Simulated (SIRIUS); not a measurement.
Hf, 2 atoms in the cell. The structure is hexagonal, space group P6_3/mmc (No. 194). Conventional cell: a = 3.197 Å, b = 3.197 Å, c = 5.058 Å, α = 90.00°, β = 90.00°, γ = 120.00°. Hf (site symmetry -6m2) has 12 Hf at 3.13 to 3.20 Å as nearest neighbours. 

| Property | Result |
| --- | --- |
| Program | SIRIUS 7.10.0 |
| Task | relaxation of cell and atoms |
| Functional | PBEsol |
| Dispersion | D3(BJ) |
| Potentials or basis | PseudoDojo 0.4.1 PBE standard (scalar relativistic) |
| Cutoff | 807 eV |
| Density cutoff | 3227 eV |
| k mesh | 5 × 5 × 3 |
| Occupations | fermi-dirac, width 0.05 eV |
| Spin | no spin polarisation |
| Libxc names | ["XC_GGA_X_PBE_SOL", "XC_GGA_C_PBE_SOL"] |
| Energy tol | 1e-08 Ha |
| Density tol | 1e-06 |
| Mixer | anderson |
| Mixing beta | 0.7 |
| Max scf | 100 |
| Radial cutoff for the potentials' integrals | 6.5 bohr |
| Optimizer | BFGS |
| Fmax | 0.02 eV/Å |
| Max steps | 30 |
| Target pressure | 0 GPa |

Potentials or basis: PseudoDojo 0.4.1 PBE standard (scalar relativistic).

The run is started by

```bash
$ upf_to_json Hf.upf
$ OMP_NUM_THREADS=1 python run.py
```

Hardware: 1 thread of Arm Neoverse V1, with other jobs on the host.

Task: Estimate the wall time of this run.

Result: Run time: 73 s on 1 thread of Arm Neoverse V1, on a shared host, peak memory 0.23 GiB. Counts: scf iterations 11, k points 10, plane waves 2333, bands 20, ion steps 7, scf runs 7.
